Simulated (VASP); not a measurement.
# Dy (Im-3m) in VASP: a series of runs, part 2 of 2

VASP 6.6.1.

**3. Single point, PBE, collinear spin, ferromagnetic start**

Contents of INCAR:

```
SYSTEM = Dy
  ADDGRID = .False.
  ALGO = Normal
  EDIFF = 1E-6
  ENCUT = 400
  GGA = PE
  ISIF = 2
  ISMEAR = 0
  ISPIN = 2
  LASPH = .True.
  LCHARG = .False.
  LMAXMIX = 6
  LORBIT = 11
  LREAL = .False.
  LWAVE = .False.
  MAGMOM = 5
  NELM = 100
  PREC = Accurate
  SIGMA = 0.2
```

Contents of KPOINTS:

```
k-points
0
Gamma
  12 12 12
  0 0 0
```

Contents of POSCAR:

```
Dy
1.0
   -2.0003821482      2.0003821482      2.0003821482
    2.0003821482     -2.0003821482      2.0003821482
    2.0003821482      2.0003821482     -2.0003821482
Dy
1
Direct
    0.0000000000      0.0000000000      0.0000000000
```

Potentials or basis: VASP PAW PBE potentials, release 64 (Dy).

Launch:

```console
$ cat potpaw_PBE.64/Dy/POTCAR > POTCAR
$ mpirun -np 1 vasp_std > vasp.out
```

OUTCAR:

```text
SYSTEM = Dy
   EDIFF = 1E-6
   ENCUT = 400
   GGA = PE
   ISIF = 2
   ISMEAR = 0
   ISPIN = 2
   LASPH = .True.
   LORBIT = 11
   LREAL = .False.
   NELM = 100
   PREC = Accurate

 Found     72 irreducible k-points:

 Following reciprocal coordinates:
            Coordinates               Weight
  0.000000  0.000000  0.000000      1.000000
  0.083333  0.000000  0.000000     12.000000
  0.166667  0.000000  0.000000     12.000000
  0.250000  0.000000  0.000000     12.000000
  0.333333  0.000000  0.000000     12.000000
  0.416667  0.000000  0.000000     12.000000
   k-points           NKPTS =     72   k-points in BZ     NKDIM =     72   number of bands    NBANDS=     17
   number of dos      NEDOS =    301   number of ions     NIONS =      1
   total plane-waves  NPLWV =  13824
   dimension x,y,z NGX =    24 NGY =   24 NGZ =   24
   dimension x,y,z NGXF=    48 NGYF=   48 NGZF=   48
   ions per type =               1
   NGX,Y,Z   is equivalent  to a cutoff of  11.52, 11.52, 11.52 a.u.
   NGXF,Y,Z  is equivalent  to a cutoff of  23.03, 23.03, 23.03 a.u.
 SYSTEM =  Dy
   PREC   = accura    normal or accurate (medium, high low for compatibility)
   ISTART =      0    job   : 0-new  1-cont  2-samecut
   ICHARG =      2    charge: 1-file 2-atom 10-const
   ISPIN  =      2    spin polarized calculation?
   LNONCOLLINEAR =      F non collinear calculations
   LSORBIT =      F    spin-orbit coupling
   LASPH  =      T    aspherical Exc in radial PAW
[... 185 lines left out ...]
  band No.  band energies     occupation
      1     -42.1943      1.00000
      2     -18.2745      1.00000
      3     -18.2745      1.00000
      4     -18.2745      1.00000
      5      -2.0979      1.00000
      6       2.5331      0.98616
[... 97 lines left out ...]
      4     -18.2799      1.00000
      5       0.8096      1.00000
      6       2.5981      0.95927
[... 9 lines left out ...]
     16       8.2733      0.00000
     17       9.9053      0.00000

 [... further k-points ...]
[... 5 lines left out ...]
  --------------------------------------------------------------------------------------
  -------------------------------------------------------------------------------------
  Total        0.2048951      0.2048951      0.2048951      0.0000000     -0.0000000      0.0000000
  in kB       10.2528196     10.2528196     10.2528196      0.0000000     -0.0000000      0.0000000
  external PRESSURE =      10.2528196 kB  Pullay stress =       0.0000000 kB

 VOLUME and BASIS-vectors are now :
 -----------------------------------------------------------------------------
  energy-cutoff  :      400.00
  volume of cell :       32.02
      direct lattice vectors                 reciprocal lattice vectors
    -2.000382148  2.000382148  2.000382148     0.000000000  0.249952241  0.249952241
     2.000382148 -2.000382148  2.000382148     0.249952241  0.000000000  0.249952241
     2.000382148  2.000382148 -2.000382148     0.249952241  0.249952241  0.000000000

 POSITION                                       TOTAL-FORCE (eV/Angst)
 -----------------------------------------------------------------------------------
      0.00000      0.00000      0.00000         0.000000     -0.000000      0.000000
 -----------------------------------------------------------------------------------
    total drift:                               -0.000000      0.000000      0.000000

  FREE ENERGIE OF THE ION-ELECTRON SYSTEM (eV)
  ---------------------------------------------------
  free  energy   TOTEN  =        -7.9470557539 eV

  energy  without entropy=       -7.8606530050  energy(sigma->0) =       -7.90385438

 total charge

# of ion       s       p       d       f       tot
--------------------------------------------------
    1        2.163   5.808   0.483   9.330  17.783

 magnetization (x)

# of ion       s       p       d       f       tot
--------------------------------------------------
    1        0.007  -0.058   0.031   4.509   4.489
```

OSZICAR:

```text
N       E                     dE             d eps       ncg     rms          rms(c)
DAV:   1     0.844979807648E+02    0.84498E+02   -0.62783E+03  6096   0.474E+03
DAV:   2     0.372322984174E+01   -0.80775E+02   -0.75144E+02  6039   0.297E+02
[... 22 lines left out ...]
DAV:  25    -0.794713393742E+01   -0.98087E-04   -0.10264E-04  5884   0.282E-01    0.297E-01
DAV:  26    -0.794706308741E+01    0.70850E-04   -0.33149E-05  7332   0.143E-01    0.189E-01
DAV:  27    -0.794705496472E+01    0.81227E-05   -0.32458E-06  4843   0.425E-02    0.165E-01
DAV:  28    -0.794705299873E+01    0.19660E-05   -0.21928E-06  3727   0.394E-02    0.136E-01
DAV:  29    -0.794705386272E+01   -0.86399E-06   -0.16147E-05  6354   0.101E-01    0.670E-02
DAV:  30    -0.794705554120E+01   -0.16785E-05   -0.19425E-06  5022   0.225E-02    0.294E-02
DAV:  31    -0.794705575385E+01   -0.21266E-06   -0.62075E-07  2805   0.122E-02
   1 F= -.79470558E+01 E0= -.79038544E+01  d E =-.864027E-01  mag=     4.5686
```

stdout:

```text
POSCAR found type information on POSCAR Dy
 POSCAR found :  1 types and       1 ions
 scaLAPACK will be used
 LDA part: xc-table for (Slater+PW92), standard interpolation
 POSCAR, INCAR and KPOINTS ok, starting setup
 FFT: planning ... GRIDC
 FFT: planning ... GRID_SOFT
 FFT: planning ... GRID
 WAVECAR not read
 entering main loop
```

It took 64 s on 1 thread of Intel Xeon Platinum 8488C (Sapphire Rapids), shared host; peak memory 0.18 GiB.

The run converged, but some of its settings lie outside the range that counts as converged, so its numbers aren't taken as properties of the crystal.

What came out:

* Free energy: -7.9471 eV
* Pressure: 1.0 GPa
* Band gap on the k mesh: none (metal or under the smearing width)
* Net moment: 4.57 μB per cell
* Site moments: Dy +4.49 μB
* Valence electrons inside the program's atomic spheres: Dy 17.78

Caveat: the cutoff is under 1.25 times the usual one of these potentials, so pressure, stress and relaxed cells hold a basis-set (Pulay) error; the magnetic or orbital state may not be the lowest; spin-orbit coupling is left out, which moves the levels of the heavy elements.

**4. Single point, PBE, collinear spin, ferromagnetic start**

INCAR, as its differences from that of step 3:

```diff
@@ -18,2 +18,2 @@
   PREC = Accurate
-  SIGMA = 0.2
+  SIGMA = 0.4
```

KPOINTS is that of step 3.

POSCAR is that of step 3.

Potentials or basis: VASP PAW PBE potentials, release 64 (Dy).

Launch:

```console
$ cat potpaw_PBE.64/Dy/POTCAR > POTCAR
$ mpirun -np 1 vasp_std > vasp.out
```

OUTCAR:

```text
SYSTEM = Dy
   EDIFF = 1E-6
   ENCUT = 400
   GGA = PE
   ISIF = 2
   ISMEAR = 0
   ISPIN = 2
   LASPH = .True.
   LORBIT = 11
   LREAL = .False.
   NELM = 100
   PREC = Accurate

 Found     72 irreducible k-points:

 Following reciprocal coordinates:
            Coordinates               Weight
  0.000000  0.000000  0.000000      1.000000
  0.083333  0.000000  0.000000     12.000000
  0.166667  0.000000  0.000000     12.000000
  0.250000  0.000000  0.000000     12.000000
  0.333333  0.000000  0.000000     12.000000
  0.416667  0.000000  0.000000     12.000000
   k-points           NKPTS =     72   k-points in BZ     NKDIM =     72   number of bands    NBANDS=     17
   number of dos      NEDOS =    301   number of ions     NIONS =      1
   total plane-waves  NPLWV =  13824
   dimension x,y,z NGX =    24 NGY =   24 NGZ =   24
   dimension x,y,z NGXF=    48 NGYF=   48 NGZF=   48
   ions per type =               1
   NGX,Y,Z   is equivalent  to a cutoff of  11.52, 11.52, 11.52 a.u.
   NGXF,Y,Z  is equivalent  to a cutoff of  23.03, 23.03, 23.03 a.u.
 SYSTEM =  Dy
   PREC   = accura    normal or accurate (medium, high low for compatibility)
   ISTART =      0    job   : 0-new  1-cont  2-samecut
   ICHARG =      2    charge: 1-file 2-atom 10-const
   ISPIN  =      2    spin polarized calculation?
   LNONCOLLINEAR =      F non collinear calculations
   LSORBIT =      F    spin-orbit coupling
   LASPH  =      T    aspherical Exc in radial PAW
[... 191 lines left out ...]
      6       2.4157      0.91998
[... 97 lines left out ...]
      4     -18.3313      1.00000
      5       0.8513      1.00000
      6       2.4790      0.88123
[... 9 lines left out ...]
     16       8.2670      0.00000
     17       9.8983      0.00000

 [... further k-points ...]

------------------------ aborting loop because EDIFF is reached ----------------------------------------

  FORCE on cell =-STRESS in cart. coord.  units (eV):
  Direction    XX          YY          ZZ          XY          YZ          ZX
  --------------------------------------------------------------------------------------
  -------------------------------------------------------------------------------------
  Total        0.1816409      0.1816409      0.1816409      0.0000000      0.0000000      0.0000000
  in kB        9.0891948      9.0891948      9.0891948      0.0000000      0.0000000      0.0000000
  external PRESSURE =       9.0891948 kB  Pullay stress =       0.0000000 kB

 VOLUME and BASIS-vectors are now :
 -----------------------------------------------------------------------------
  energy-cutoff  :      400.00
  volume of cell :       32.02
      direct lattice vectors                 reciprocal lattice vectors
    -2.000382148  2.000382148  2.000382148     0.000000000  0.249952241  0.249952241
     2.000382148 -2.000382148  2.000382148     0.249952241  0.000000000  0.249952241
     2.000382148  2.000382148 -2.000382148     0.249952241  0.249952241  0.000000000

 POSITION                                       TOTAL-FORCE (eV/Angst)
 -----------------------------------------------------------------------------------
      0.00000      0.00000      0.00000        -0.000000      0.000000     -0.000000
 -----------------------------------------------------------------------------------
    total drift:                                0.000000      0.000000      0.000000

  FREE ENERGIE OF THE ION-ELECTRON SYSTEM (eV)
  ---------------------------------------------------
  free  energy   TOTEN  =        -8.0659411243 eV

  energy  without entropy=       -7.7476128150  energy(sigma->0) =       -7.90677697

 total charge

# of ion       s       p       d       f       tot
--------------------------------------------------
    1        2.163   5.806   0.499   9.304  17.772

 magnetization (x)

# of ion       s       p       d       f       tot
--------------------------------------------------
    1        0.008  -0.050   0.065   4.543   4.566
```

Wall time 58 s (1 thread of Intel Xeon Platinum 8488C (Sapphire Rapids), shared host); peak memory 0.18 GiB.

The run converged, but some of its settings lie outside the range that counts as converged, so its numbers aren't taken as properties of the crystal.

What came out:

| Property | Result |
| --- | --- |
| Free energy | -8.0659 eV |
| Pressure | 0.9 GPa |
| Band gap on the k mesh | none (metal or under the smearing width) |
| Net moment | 4.72 μB per cell |
| Site moments | Dy +4.57 μB |
| Valence electrons inside the program's atomic spheres | Dy 17.77 |

Caveat: the cutoff is under 1.25 times the usual one of these potentials, so pressure, stress and relaxed cells hold a basis-set (Pulay) error; the magnetic or orbital state may not be the lowest; spin-orbit coupling is left out, which moves the levels of the heavy elements.

**5. For comparison**

An earlier run on the cell as given: functional PBE; potentials or basis VASP PAW PBE potentials, release 64 (Dy); cutoff 520 eV; k mesh 9 × 9 × 9; occupations fermi-dirac, width 0.05 eV; collinear spin, ferromagnetic start; starting moments [5.0] μB.

- Pressure: 1.6 GPa
- Band gap on the k mesh: none (metal or under the smearing width)
- Net moment: 4.47 μB per cell
- Site moments: Dy +4.44 μB
- Valence electrons inside the program's atomic spheres: Dy 17.79
